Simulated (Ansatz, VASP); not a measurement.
MgO in VASP and in Ansatz

INCAR

```
SYSTEM = MgO
  PREC = Accurate
  ENCUT = 520
  EDIFF = 1E-6
  ISMEAR = 0
  SIGMA = 0.05
  LREAL = .FALSE.
  LASPH = .TRUE.
  NELM = 100
  ALGO = Normal
  ISIF = 2
  LWAVE = .FALSE.
  LCHARG = .FALSE.
  GGA = PE
  NBANDS = 26
```

The input KPOINTS:

```
regular mesh
0
G
  9 9 2
  0 0 0
```

The input POSCAR:

```
MgO
1.0
    3.1165000000      0.0000000000      0.0000000000
   -1.5582500000      2.6989681709      0.0000000000
    0.0000000000      0.0000000000     10.7943000000
Mg O
4 4
Direct
    0.3333333333      0.6666666667      0.9694906392
    0.0000000000      0.0000000000      0.2208211786
    0.0000000000      0.0000000000      0.7208211786
    0.6666666667      0.3333333333      0.4694906392
    0.3333333333      0.6666666667      0.7800420079
    0.0000000000      0.0000000000      0.5296443544
    0.0000000000      0.0000000000      0.0296443544
    0.6666666667      0.3333333333      0.2800420079
```

Input for Ansatz:

```yaml
crystal:
  lattice:
    - [3.1165, 0.0, 0.0]
    - [-1.55825, 2.6989681709, 0.0]
    - [0.0, 0.0, 10.7943]
  atoms:
    - { symbol: Mg, position: [0.3333333333, 0.6666666667, 0.9694906392] }
    - { symbol: Mg, position: [0.0, 0.0, 0.2208211786] }
    - { symbol: Mg, position: [0.0, 0.0, 0.7208211786] }
    - { symbol: Mg, position: [0.6666666667, 0.3333333333, 0.4694906392] }
    - { symbol: O, position: [0.3333333333, 0.6666666667, 0.7800420079] }
    - { symbol: O, position: [0.0, 0.0, 0.5296443544] }
    - { symbol: O, position: [0.0, 0.0, 0.0296443544] }
    - { symbol: O, position: [0.6666666667, 0.3333333333, 0.2800420079] }
basis:
  ecutwfc: 520.0
kpoints:
  mp_grid: { grid: [9, 9, 2] }
hamiltonian:
  xc: pbe
  pseudopotentials: { kind: paw, azcp: { folder: soft_1 } }
scf:
  occupations: { method: gaussian, width: 0.05 }
output:
  forces: true
  stress: true
  eigenvalues: true
```

Alike in both runs: task single point; functional PBE; k mesh 9 × 9 × 2; occupations gaussian, width 0.05 eV; no spin polarisation.

|  | VASP | Ansatz |
| --- | --- | --- |
| version | VASP 6.6.1 | Ansatz 0.2.0 |
| potentials or method | VASP PAW PBE potentials, release 64 (Mg, O) | scalar-relativistic, plane waves, PAW |
| plane-wave cutoff (eV) | 520 | 520 |
| valence electrons in the cell | 32 | 64 |

```tsv
	VASP	Ansatz	Ansatz less VASP
gap on the k mesh at the Fermi level (eV)	3.85	3.87	+0.017
least direct gap on the mesh (eV)	3.85	3.87	+0.017
pressure (GPa)	11.2	11.5	+0.33
largest component of the traceless stress (GPa)	13.71	13.51	-0.206
rms of the force components (eV/Å)	0.419	0.412	-0.0063
```

Atom by atom the forces differ by 0.006 eV/Å (rms over components). The two sets of potentials don't hold the same shells in valence.
